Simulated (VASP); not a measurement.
# TiN (Osbornite) (Fm-3m) in VASP: further runs, part 2 of 2

VASP 6.6.1. Earlier steps stand in the parts before.

### Step 4. Relaxation of cell and atoms, RPBE

Contents of INCAR:

```
ALGO = Normal ; EDIFF = 1E-6
EDIFFG = -0.01 ; ENCUT = 600
GGA = RP ; IBRION = 2
ISIF = 3 ; ISMEAR = 1
LASPH = T ; LCHARG = F
LREAL = F ; LWAVE = F
NELM = 80 ; NSW = 90
PREC = Accurate ; SIGMA = 0.1
```

Contents of KPOINTS:

```
k-points
0
Gamma
  16 16 16
```

Contents of POSCAR:

```
TiN
1.0
    0.0000000000      2.1190000000      2.1190000000
    2.1190000000      0.0000000000      2.1190000000
    2.1190000000      2.1190000000      0.0000000000
Ti N
1 1
Direct
    0.0000000000      0.0000000000      0.0000000000
    0.5000000000      0.5000000000      0.5000000000
```

Potentials or basis: VASP PAW PBE potentials, release 64 (Ti_sv, N).

Command:

```bash
$ cat potpaw_PBE.64/Ti_sv/POTCAR potpaw_PBE.64/N/POTCAR > POTCAR
$ mpirun -np 1 vasp_std > vasp.out
```

OUTCAR:

```text
EDIFF = 1E-6
   EDIFFG = -0.01
   ENCUT = 600
   GGA = RP
   IBRION = 2
   ISIF = 3
   ISMEAR = 1
   LASPH = T
   LREAL = F
   NELM = 80
   NSW = 90
   PREC = Accurate

 ion  position               nearest neighbor table
   1  0.000  0.000  0.000-   2 2.12   2 2.12   2 2.12   2 2.12   2 2.12   2 2.12
   2  0.500  0.500  0.500-   1 2.12   1 2.12   1 2.12   1 2.12   1 2.12   1 2.12

  LATTYP: Found a face centered cubic cell.
 ALAT       =     4.2380000000

  Lattice vectors:

 A1 = (   0.0000000000,   2.1190000000,   2.1190000000)
 A2 = (   2.1190000000,   0.0000000000,   2.1190000000)
 A3 = (   2.1190000000,   2.1190000000,   0.0000000000)

Analysis of symmetry for initial positions (statically):
=====================================================================
 Subroutine PRICEL returns:
 Original cell was already a primitive cell.

 Routine SETGRP: Setting up the symmetry group for a
 face centered cubic supercell.

 Subroutine GETGRP returns: Found 48 space group operations
 (whereof 48 operations were pure point group operations)
 out of a pool of 48 trial point group operations.

The static configuration has the point symmetry O_h .

Analysis of symmetry for dynamics (positions and initial velocities):
=====================================================================
 Subroutine PRICEL returns:
 Original cell was already a primitive cell.

 Routine SETGRP: Setting up the symmetry group for a
 face centered cubic supercell.

 Subroutine GETGRP returns: Found 48 space group operations
 (whereof 48 operations were pure point group operations)
 out of a pool of 48 trial point group operations.

The dynamic configuration has the point symmetry O_h .

 Subroutine INISYM returns: Found 48 space group operations
 (whereof 48 operations are pure point group operations),
 and found     1 'primitive' translations

----------------------------------------------------------------------------------------

                                     Primitive cell

  volume of cell :      19.0293

  direct lattice vectors                    reciprocal lattice vectors
     0.000000000  2.119000000  2.119000000    -0.235960359  0.235960359  0.235960359
     2.119000000  0.000000000  2.119000000     0.235960359 -0.235960359  0.235960359
     2.119000000  2.119000000  0.000000000     0.235960359  0.235960359 -0.235960359

  length of vectors
     2.996718539  2.996718539  2.996718539     0.408695330  0.408695330  0.408695330

  position of ions in fractional coordinates (direct lattice)
     0.000000000  0.000000000  0.000000000
     0.500000000  0.500000000  0.500000000

  ion indices of the primitive-cell ions
   primitive index   ion index
                 1           1
                 2           2

----------------------------------------------------------------------------------------

 KPOINTS: k-points

Automatic generation of k-mesh.
 Grid dimensions read from file:
 generate k-points for:   16   16   16

 Generating k-lattice:

  Cartesian coordinates                     Fractional coordinates (reciprocal lattice)
    -0.014747522  0.014747522  0.014747522     0.062500000  0.000000000  0.000000000
[... 48 lines left out ...]
   NGXF,Y,Z  is equivalent  to a cutoff of  26.63, 26.63, 26.63 a.u.
 SYSTEM =  unknown system
   PREC   = accura    normal or accurate (medium, high low for compatibility)
   ISTART =      0    job   : 0-new  1-cont  2-samecut
   ICHARG =      2    charge: 1-file 2-atom 10-const
   ISPIN  =      1    spin polarized calculation?
   LNONCOLLINEAR =      F non collinear calculations
   LSORBIT =      F    spin-orbit coupling
   LASPH  =      T    aspherical Exc in radial PAW
   ENCUT  =  600.0 eV  44.10 Ry    6.64 a.u.   5.99  5.99  5.99*2*pi/ulx,y,z
   NELM   =     80;   NELMIN=  2; NELMDL= -5     # of ELM steps
   EDIFF  = 0.1E-05   stopping-criterion for ELM
   LREAL  =      F    real-space projection
   EDIFFG = -.1E-01   stopping-criterion for IOM
   NSW    =     90    number of steps for IOM
   IBRION =      2    ionic relax: 0-MD 1-quasi-New 2-CG
   NFREE  =      1    steps in history (QN), initial steepest desc. (CG)
   ISIF   =      3    stress and relaxation
   ISYM   =      2    0-nonsym 1-usesym 2-fastsym
   POTIM  = 0.5000    time-step for ionic-motion
   TEBEG  =    0.0;   TEEND  =   0.0 temperature during run
   PSTRESS=    0.0 pullay stress
   NELECT =      17.0000    total number of electrons
   NUPDOWN=      -1.0000    fix difference up-down
   EMIN   =  10.00;   EMAX   =-10.00  energy-range for DOS
   EFERMI =   0.00;   METHOD = LEGACY
   ISMEAR =     1;   SIGMA  =   0.10  broadening in eV -4-tet -1-fermi 0-gaus
   EFERMI_NEDOS =   21; number of points for ismear=-14 and -15
   IALGO  =     38    algorithm
   IMIX   =      4    mixing-type and parameters
     AMIX     =   0.40;   BMIX     =  1.00
     AMIX_MAG =   1.60;   BMIX_MAG =  1.00
  volume/ion in A,a.u.               =       9.51        64.21
  Fermi-wavevector in a.u.,A,eV,Ry     =   1.576704  2.979539 33.824024  2.485996
  Thomas-Fermi vector in A             =   2.677497
   LORBIT       =      0    0 simple, 1 ext, 2 COOP (PROOUT), +10 PAW based schemes
   GGA     = RP    functional components
   LHFCALC =     F    Hartree Fock is set to
   AEXX    =    0.0000 exact exchange contribution
   IVDW    =     0    specifies the selected vdW correction
   LEPSILON=     F    determine dielectric tensor
   LRPA    =     F    only Hartree local field effects (RPA)
 conjugate gradient relaxation of ions
 non-spin polarized calculation
 Methfessel and Paxton  Order N= 1 SIGMA  =   0.10
  energy-cutoff  :      600.00
  volume of cell :       19.03
 maximum number of plane-waves:       652
   NGX = 11   NGY = 11   NGZ = 11

--------------------------------------- Ionic step        1  -------------------------------------------

 number of electron      17.0000002 magnetization

 Free energy of the ion-electron system (eV)
  ---------------------------------------------------
  ext. energy  EPLUGINS =         0.00000000
  ---------------------------------------------------
  free energy    TOTEN  =       -18.66309108 eV

  energy without entropy =      -18.66175708  energy(sigma->0) =      -18.66264641

------------------------ aborting loop because EDIFF is reached ----------------------------------------

  FORCE on cell =-STRESS in cart. coord.  units (eV):
  Direction    XX          YY          ZZ          XY          YZ          ZX
  --------------------------------------------------------------------------------------
  -------------------------------------------------------------------------------------
  Total        0.8778017      0.8778017      0.8778017     -0.0000000     -0.0000000      0.0000000
  in kB       73.9067553     73.9067553     73.9067553     -0.0000000     -0.0000000      0.0000000
  external PRESSURE =      73.9067553 kB  Pullay stress =       0.0000000 kB
[... 59 lines left out ...]
--------------------------------------- Ionic step        3  -------------------------------------------

 number of electron      17.0000003 magnetization

 Free energy of the ion-electron system (eV)
  ---------------------------------------------------
  ext. energy  EPLUGINS =         0.00000000
  ---------------------------------------------------
  free energy    TOTEN  =       -18.67486519 eV

  energy without entropy =      -18.67357339  energy(sigma->0) =      -18.67443459

 E-fermi :  11.2652     XC(G=0): -12.7652

 val. band max:       11.2627867246   @ k =   0.4375   0.1875   0.0625
 cond. band min:      11.2662078474   @ k =   0.3750   0.1250   0.0000
 fundamental gap:      0.0034211228
 Fermi energy:        11.2651969412

 k-point     1 :       0.0000    0.0000    0.0000
  band No.  band energies     occupation
      1     -46.8066      2.00000
      2     -22.7348      2.00000
      3     -22.7348      2.00000
      4     -22.7348      2.00000
      5      -5.7897      2.00000
      6       9.2249      2.00000
      7       9.2249      2.00000
      8       9.2249      2.00000
      9      10.6656      2.00000
     10      10.6656      2.00000
     11      10.6656      2.00000
     12      11.8056     -0.00000
[... 331 lines left out ...]
 k-point    24 :      -0.0625    0.0625    0.0000
  band No.  band energies     occupation
      1     -46.7982      2.00000
      2     -22.7902      2.00000
      3     -22.7492      2.00000
      4     -22.7359      2.00000
      5      -5.5997      2.00000
      6       8.1777      2.00000
      7       8.4137      2.00000
      8       8.7191      2.00000
      9      10.7780      2.00000
     10      11.0496      2.00935
     11      11.1588      2.06105
     12      12.2210     -0.00000

 [... further k-points ...]
[... 5 lines left out ...]
  --------------------------------------------------------------------------------------
  -------------------------------------------------------------------------------------
  Total       -0.0021740     -0.0021740     -0.0021740      0.0000000      0.0000000     -0.0000000
  in kB       -0.1781365     -0.1781365     -0.1781365      0.0000000      0.0000000     -0.0000000
  external PRESSURE =      -0.1781365 kB  Pullay stress =       0.0000000 kB
[... 17 lines left out ...]
  FREE ENERGIE OF THE ION-ELECTRON SYSTEM (eV)
  ---------------------------------------------------
  free  energy   TOTEN  =       -18.6748651862 eV

  energy  without entropy=      -18.6735733950  energy(sigma->0) =      -18.67443459

 reached required accuracy - stopping structural energy minimisation
```

Wall time 95 s (1 thread of Intel Xeon Platinum 8375C at 2.90GHz (Ice Lake), shared host); peak memory 0.17 GiB.

What came out:

* Free energy: -18.6749 eV
* Relaxed volume: 9.78 Å³/atom
* Relaxed cell: a = 3.024 Å, b = 3.024 Å, c = 3.024 Å, α = 60.00°, β = 60.00°, γ = 60.00°
* Space group after relaxing (to 0.05 Å): Fm-3m (No. 225)
* Energy gained by relaxing: 5.9 meV/atom
* Ionic steps: 3
* Pressure after relaxing: 0.0 GPa
* Band gap on the k mesh: none (metal or under the smearing width)

The path:
```
step  energy change (eV)  largest force (eV/Å)  pressure (GPa)  volume (Å³)
   1              0.0000                0.0000            7.39        19.03
   2              0.0081                0.0000           -8.57        20.26
   3             -0.0118                0.0000           -0.02        19.55
```

Final structure:
```cif
data_structure
_symmetry_space_group_name_H-M 'P 1'
_symmetry_Int_Tables_number 1
_cell_length_a 3.0240
_cell_length_b 3.0240
_cell_length_c 3.0240
_cell_angle_alpha 60.000
_cell_angle_beta 60.000
_cell_angle_gamma 60.000
_cell_volume 19.55
loop_
_atom_site_label
_atom_site_type_symbol
_atom_site_fract_x
_atom_site_fract_y
_atom_site_fract_z
_atom_site_occupancy
Ti1 Ti 0.00000 0.00000 0.00000 1
N1 N 0.50000 0.50000 0.50000 1
```

Levels at points of the mesh, in eV from the Fermi level:
```csv
k point,band 6,band 7,band 8,band 9,band 10,band 11,band 12
"(0.00, 0.00, 0.00)",-2.04,-2.04,-2.04,-0.60,-0.60,-0.60,0.54
"(0.50, 0.00, 0.00)",-7.95,-5.37,-5.37,1.60,1.60,2.25,5.52
"(0.50, 0.50, 0.00)",-5.81,-3.22,-3.22,-2.96,1.56,2.27,2.27
```

Caveat: the PAW data sets were made with another functional, which shifts forces and pressure a little. RPBE and its kin give volumes clearly too large for solids.

### Step 5. Relaxation of cell and atoms, RPBE

This run uses another cell than the first one, of 9.78 Å³/atom, 1.028 times its volume.

Contents of INCAR:

```
ALGO = Normal ; EDIFF = 1E-7
EDIFFG = -0.005 ; ENCUT = 600
GGA = RP ; IBRION = 2
ISIF = 3 ; ISMEAR = 1
LASPH = T ; LCHARG = F
LREAL = F ; LWAVE = F
NELM = 80 ; NSW = 90
PREC = Accurate ; SIGMA = 0.1
```

KPOINTS is that of step 4.

Contents of POSCAR:

```
TiN                                     
1.0
   -0.0000000000      2.1382591870      2.1382591870
    2.1382591870     -0.0000000000      2.1382591870
    2.1382591870      2.1382591870     -0.0000000000
  Ti              N             
     1     1
Direct
     0.0000000000000000    0.0000000000000000    0.0000000000000000
     0.5000000000000000    0.5000000000000000    0.5000000000000000
```

Command:

```bash
$ cat potpaw_PBE.64/Ti_sv/POTCAR potpaw_PBE.64/N/POTCAR > POTCAR
$ mpirun -np 1 vasp_std > vasp.out
```

It took 47 s on 1 thread of Intel Xeon Platinum 8375C at 2.90GHz (Ice Lake), shared host; peak memory 0.17 GiB.

Results (log left out):

* Free energy: -18.6757 eV
* Pressure after relaxing: -0.1 GPa
* Band gap on the k mesh: none (metal or under the smearing width)

Final structure:
```
Ti N
1.0
     0.00000    2.13826    2.13826
     2.13826    0.00000    2.13826
     2.13826    2.13826    0.00000
Ti N
1 1
Direct
  0.00000 0.00000 0.00000
  0.50000 0.50000 0.50000
```

Levels at points of the mesh, in eV from the Fermi level:
| k point | band 6 | band 7 | band 8 | band 9 | band 10 | band 11 | band 12 |
| --- | --- | --- | --- | --- | --- | --- | --- |
| (0.00, 0.00, 0.00) | -2.04 | -2.04 | -2.04 | -0.60 | -0.60 | -0.60 | 0.54 |
| (0.50, 0.00, 0.00) | -7.95 | -5.37 | -5.37 | 1.60 | 1.60 | 2.25 | 5.52 |
| (0.50, 0.50, 0.00) | -5.81 | -3.22 | -3.22 | -2.96 | 1.56 | 2.27 | 2.27 |

Caveat: the relaxation stopped at its first step, so nothing moved; the PAW data sets were made with another functional, which shifts forces and pressure a little.
